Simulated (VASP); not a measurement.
# P (P4/mmm) in VASP: single point with LDA

Aim: the single point of P with LDA.

All numbers are computed with VASP 6.6.1; they aren't measurements. Logs are shortened: lines on timing, memory, paths and dates and some standing lists are left out, and cuts for length are marked.

## Step 1: The crystal as given

It takes space group P4/mmm (No. 123, tetragonal). The conventional cell has a = 4.273 Å, b = 4.273 Å, c = 4.378 Å, α = 90.00°, β = 90.00°, γ = 90.00°. Around P (site symmetry 4/mmm) lie 6 P at 4.27 to 4.38 Å.

This isn't the form of P at room conditions, which is orthorhombic.

## Step 2: Single point, LDA

Input file INCAR:

```
ALGO = Normal
EDIFF = 1E-7
ENCUT = 520
GGA = CA
ISIF = 2
ISMEAR = -1
LASPH = True
LCHARG = False
LREAL = False
LWAVE = False
NBANDS = 8
NELM = 60
PREC = Accurate
SIGMA = 0.03
```

Input file KPOINTS:

```
k-points
0
Gamma
  8 8 8
```

Input file POSCAR:

```
P
1.0
    4.2729048574      0.0000000000      0.0000000000
    0.0000000000      4.2729048574      0.0000000000
    0.0000000000      0.0000000000      4.3780000000
P
1
Direct
    0.0000000000      0.0000000000      0.0000000000
```

Potentials or basis: VASP PAW LDA potentials, release 64 (P).

The run is started by

```bash
cat potpaw_LDA.64/P/POTCAR > POTCAR
mpirun -np 1 vasp_std > vasp.out
```

OUTCAR:

```text
EDIFF = 1E-7
   ENCUT = 520
   GGA = CA
   ISIF = 2
   ISMEAR = -1
   LASPH = True
   LREAL = False
   NELM = 60
   PREC = Accurate

 ion  position               nearest neighbor table
   1  0.000  0.000  0.000-

  LATTYP: Found a simple tetragonal cell.
 ALAT       =     4.2729048574
 C/A-ratio  =     1.0245957132

  Lattice vectors:

 A1 = (   4.2729048574,   0.0000000000,   0.0000000000)
 A2 = (   0.0000000000,   4.2729048574,   0.0000000000)
 A3 = (   0.0000000000,   0.0000000000,   4.3780000000)

Analysis of symmetry for initial positions (statically):
=====================================================================
 Subroutine PRICEL returns:
 Original cell was already a primitive cell.

 Routine SETGRP: Setting up the symmetry group for a
 simple tetragonal supercell.

 Subroutine GETGRP returns: Found 16 space group operations
 (whereof 16 operations were pure point group operations)
 out of a pool of 16 trial point group operations.

The static configuration has the point symmetry D_4h.

Analysis of symmetry for dynamics (positions and initial velocities):
=====================================================================
 Subroutine PRICEL returns:
 Original cell was already a primitive cell.

 Routine SETGRP: Setting up the symmetry group for a
 simple tetragonal supercell.

 Subroutine GETGRP returns: Found 16 space group operations
 (whereof 16 operations were pure point group operations)
 out of a pool of 16 trial point group operations.

The dynamic configuration has the point symmetry D_4h.

 Subroutine INISYM returns: Found 16 space group operations
 (whereof 16 operations are pure point group operations),
 and found     1 'primitive' translations

----------------------------------------------------------------------------------------

                                     Primitive cell

  volume of cell :      79.9323

  direct lattice vectors                    reciprocal lattice vectors
     4.272904857  0.000000000  0.000000000     0.234032826  0.000000000  0.000000000
     0.000000000  4.272904857  0.000000000     0.000000000  0.234032826  0.000000000
     0.000000000  0.000000000  4.378000000     0.000000000  0.000000000  0.228414801

  length of vectors
     4.272904857  4.272904857  4.378000000     0.234032826  0.234032826  0.228414801

  position of ions in fractional coordinates (direct lattice)
     0.000000000  0.000000000  0.000000000

  ion indices of the primitive-cell ions
   primitive index   ion index
                 1           1

----------------------------------------------------------------------------------------

 KPOINTS: k-points

Automatic generation of k-mesh.
 Grid dimensions read from file:
 generate k-points for:    8    8    8

 Generating k-lattice:

  Cartesian coordinates                     Fractional coordinates (reciprocal lattice)
     0.029254103  0.000000000  0.000000000     0.125000000  0.000000000  0.000000000
     0.000000000  0.029254103  0.000000000     0.000000000  0.125000000  0.000000000
     0.000000000  0.000000000  0.028551850     0.000000000  0.000000000  0.125000000

  Length of vectors
     0.029254103  0.029254103  0.028551850

  Shift w.r.t. Gamma in fractional coordinates (k-lattice)
     0.000000000  0.000000000  0.000000000

 Subroutine IBZKPT returns following result:
 ===========================================

 Found     75 irreducible k-points:

 Following reciprocal coordinates:
            Coordinates               Weight
  0.000000  0.000000  0.000000      1.000000
  0.125000  0.000000  0.000000      4.000000
  0.250000  0.000000  0.000000      4.000000
  0.375000  0.000000  0.000000      4.000000
  0.500000  0.000000  0.000000      2.000000
  0.125000  0.125000  0.000000      4.000000
[... 16 lines left out ...]
  0.375000  0.125000  0.125000     16.000000
  0.500000  0.125000  0.125000      8.000000
 [... further k-points ...]
   k-points           NKPTS =     75   k-points in BZ     NKDIM =     75   number of bands    NBANDS=      8
   number of dos      NEDOS =    301   number of ions     NIONS =      1
   total plane-waves  NPLWV =  36864
   dimension x,y,z NGX =    32 NGY =   32 NGZ =   36
   dimension x,y,z NGXF=    64 NGYF=   64 NGZF=   72
   ions per type =               1
   NGX,Y,Z   is equivalent  to a cutoff of  12.45, 12.45, 13.67 a.u.
   NGXF,Y,Z  is equivalent  to a cutoff of  24.90, 24.90, 27.34 a.u.
 SYSTEM =  unknown system
   PREC   = accura    normal or accurate (medium, high low for compatibility)
   ISTART =      0    job   : 0-new  1-cont  2-samecut
   ICHARG =      2    charge: 1-file 2-atom 10-const
   ISPIN  =      1    spin polarized calculation?
   LNONCOLLINEAR =      F non collinear calculations
   LSORBIT =      F    spin-orbit coupling
   LASPH  =      T    aspherical Exc in radial PAW
   ENCUT  =  520.0 eV  38.22 Ry    6.18 a.u.   7.94  7.94  8.14*2*pi/ulx,y,z
   NELM   =     60;   NELMIN=  2; NELMDL= -5     # of ELM steps
   EDIFF  = 0.1E-06   stopping-criterion for ELM
   LREAL  =      F    real-space projection
   EDIFFG = 0.1E-05   stopping-criterion for IOM
   NSW    =      0    number of steps for IOM
   IBRION =     -1    ionic relax: 0-MD 1-quasi-New 2-CG
   NFREE  =      0    steps in history (QN), initial steepest desc. (CG)
   ISIF   =      2    stress and relaxation
   ISYM   =      2    0-nonsym 1-usesym 2-fastsym
   POTIM  = 0.5000    time-step for ionic-motion
   TEBEG  =    0.0;   TEEND  =   0.0 temperature during run
   PSTRESS=    0.0 pullay stress
   NELECT =       5.0000    total number of electrons
   NUPDOWN=      -1.0000    fix difference up-down
   EMIN   =  10.00;   EMAX   =-10.00  energy-range for DOS
   EFERMI =   0.00;   METHOD = LEGACY
   ISMEAR =    -1;   SIGMA  =   0.03  broadening in eV -4-tet -1-fermi 0-gaus
   EFERMI_NEDOS =   21; number of points for ismear=-14 and -15
   IALGO  =     38    algorithm
   IMIX   =      4    mixing-type and parameters
     AMIX     =   0.40;   BMIX     =  1.00
     AMIX_MAG =   1.60;   BMIX_MAG =  1.00
  volume/ion in A,a.u.               =      79.93       539.41
  Fermi-wavevector in a.u.,A,eV,Ry     =   0.649866  1.228069  5.746099  0.422326
  Thomas-Fermi vector in A             =   1.718961
   LORBIT       =      0    0 simple, 1 ext, 2 COOP (PROOUT), +10 PAW based schemes
   GGA     = CA    functional components
   LHFCALC =     F    Hartree Fock is set to
   AEXX    =    0.0000 exact exchange contribution
   IVDW    =     0    specifies the selected vdW correction
   LEPSILON=     F    determine dielectric tensor
   LRPA    =     F    only Hartree local field effects (RPA)
 non-spin polarized calculation
  energy-cutoff  :      520.00
  volume of cell :       79.93
 maximum number of plane-waves:      2208
 NGX is ok and might be reduce to    32
   NGX = 15   NGY = 15   NGZ = 17

 number of electron       4.9999999 magnetization

 Free energy of the ion-electron system (eV)
  ---------------------------------------------------
  ext. energy  EPLUGINS =         0.00000000
  ---------------------------------------------------
  free energy    TOTEN  =        -1.25920999 eV

  energy without entropy =       -1.24505066  energy(sigma->0) =       -1.25213032

 E-fermi :  -3.2242     XC(G=0):  -5.3475

 val. band max:       -3.2251514178   @ k =   0.3750   0.1250   0.2500
 cond. band min:      -3.2157067308   @ k =   0.5000   0.0000   0.2500
 fundamental gap:      0.0094446870
 Fermi energy:        -3.2242219018

 k-point     1 :       0.0000    0.0000    0.0000
  band No.  band energies     occupation
      1     -11.9256      2.00000
      2      -2.7667      0.00000
      3      -2.6595      0.00000
      4      -2.6595      0.00000
      5       1.1944      0.00000
      6       4.1499      0.00000
      7       4.2399      0.00000
      8       8.8047      0.00000

 k-point     2 :       0.1250    0.0000    0.0000
  band No.  band energies     occupation
      1     -11.9012      2.00000
      2      -2.9251      0.00009
      3      -2.7448      0.00000
      4      -2.6386      0.00000
      5       1.4507      0.00000
      6       4.2528      0.00000
      7       4.4637      0.00000
      8       7.9217      0.00000

 k-point     3 :       0.2500    0.0000    0.0000
  band No.  band energies     occupation
      1     -11.8409      2.00000
      2      -3.4592      1.99921
      3      -2.6907      0.00000
      4      -2.5869      0.00000
      5       2.0153      0.00000
      6       4.4903      0.00000
      7       4.8225      0.00000
      8       7.0145      0.00000

 k-point     4 :       0.3750    0.0000    0.0000
  band No.  band energies     occupation
      1     -11.7781      2.00000
      2      -3.9032      2.00000
      3      -2.6346      0.00000
      4      -2.5334      0.00000
      5       2.6758      0.00000
      6       4.5367      0.00000
      7       4.7816      0.00000
      8       6.4101      0.00000

 k-point     5 :       0.5000    0.0000    0.0000
  band No.  band energies     occupation
      1     -11.7512      2.00000
      2      -4.0699      2.00000
      3      -2.6108      0.00000
      4      -2.5108      0.00000
      5       3.1366      0.00000
      6       4.0944      0.00000
      7       4.9278      0.00000
      8       6.1985      0.00000
[... 177 lines left out ...]
 k-point    22 :       0.2500    0.1250    0.1250
  band No.  band energies     occupation
      1     -11.7983      2.00000
      2      -3.4007      1.99444
      3      -2.8840      0.00002
      4      -2.7973      0.00000
      5       2.4399      0.00000
      6       4.8189      0.00000
      7       4.9638      0.00000
      8       6.5221      0.00000

 k-point    23 :       0.3750    0.1250    0.1250
  band No.  band energies     occupation
      1     -11.7367      2.00000
      2      -3.8299      2.00000
      3      -2.8175      0.00000
      4      -2.7343      0.00000
      5       3.0331      0.00000
      6       4.4190      0.00000
      7       5.1022      0.00000
      8       5.8921      0.00000

 k-point    24 :       0.5000    0.1250    0.1250
  band No.  band energies     occupation
      1     -11.7105      2.00000
      2      -3.9924      2.00000
      3      -2.7885      0.00000
      4      -2.7073      0.00000
      5       3.6893      0.00000
      6       3.6997      0.00000
      7       5.3582      0.00000
      8       5.5071      0.00000

 [... further k-points ...]

------------------------ aborting loop because EDIFF is reached ----------------------------------------

  FORCE on cell =-STRESS in cart. coord.  units (eV):
  Direction    XX          YY          ZZ          XY          YZ          ZX
  --------------------------------------------------------------------------------------
  -------------------------------------------------------------------------------------
  Total       -2.1316676     -2.1316676     -1.9304652      0.0000000      0.0000000      0.0000000
  in kB      -42.7275371    -42.7275371    -38.6946000      0.0000000      0.0000000      0.0000000
  external PRESSURE =     -41.3832247 kB  Pullay stress =       0.0000000 kB

 VOLUME and BASIS-vectors are now :
 -----------------------------------------------------------------------------
  energy-cutoff  :      520.00
  volume of cell :       79.93
      direct lattice vectors                 reciprocal lattice vectors
     4.272904857  0.000000000  0.000000000     0.234032826  0.000000000  0.000000000
     0.000000000  4.272904857  0.000000000     0.000000000  0.234032826  0.000000000
     0.000000000  0.000000000  4.378000000     0.000000000  0.000000000  0.228414801

 POSITION                                       TOTAL-FORCE (eV/Angst)
 -----------------------------------------------------------------------------------
      0.00000      0.00000      0.00000         0.000000      0.000000      0.000000
 -----------------------------------------------------------------------------------
    total drift:                                0.000000      0.000000      0.000000

  FREE ENERGIE OF THE ION-ELECTRON SYSTEM (eV)
  ---------------------------------------------------
  free  energy   TOTEN  =        -1.2592099877 eV

  energy  without entropy=       -1.2450506619  energy(sigma->0) =       -1.25213032
```

It took 9.9 s on 1 thread of Intel Xeon 6975P-C (Granite Rapids), shared host; peak memory 0.17 GiB.

Results:

* Free energy: -1.2592 eV
* Pressure: -4.1 GPa
* Band gap on the k mesh: none (metal or under the smearing width)

Levels at points of the mesh, in eV from the Fermi level:
| k point | band 1 | band 2 | band 3 | band 4 | band 5 | band 6 |
| --- | --- | --- | --- | --- | --- | --- |
| (0.00, 0.00, 0.00) | -8.70 | 0.46 | 0.56 | 0.56 | 4.42 | 7.37 |
| (0.50, 0.00, 0.00) | -8.53 | -0.85 | 0.61 | 0.71 | 6.36 | 7.32 |
| (0.50, 0.50, 0.00) | -8.37 | -0.53 | -0.53 | 0.75 | 5.68 | 8.04 |
| (0.00, 0.00, 0.50) | -8.56 | -0.80 | 0.69 | 0.69 | 6.33 | 7.24 |
| (0.50, 0.00, 0.50) | -8.40 | -0.57 | -0.48 | 0.82 | 5.66 | 8.05 |
| (0.50, 0.50, 0.50) | -8.25 | -0.32 | -0.32 | -0.23 | 6.74 | 6.83 |
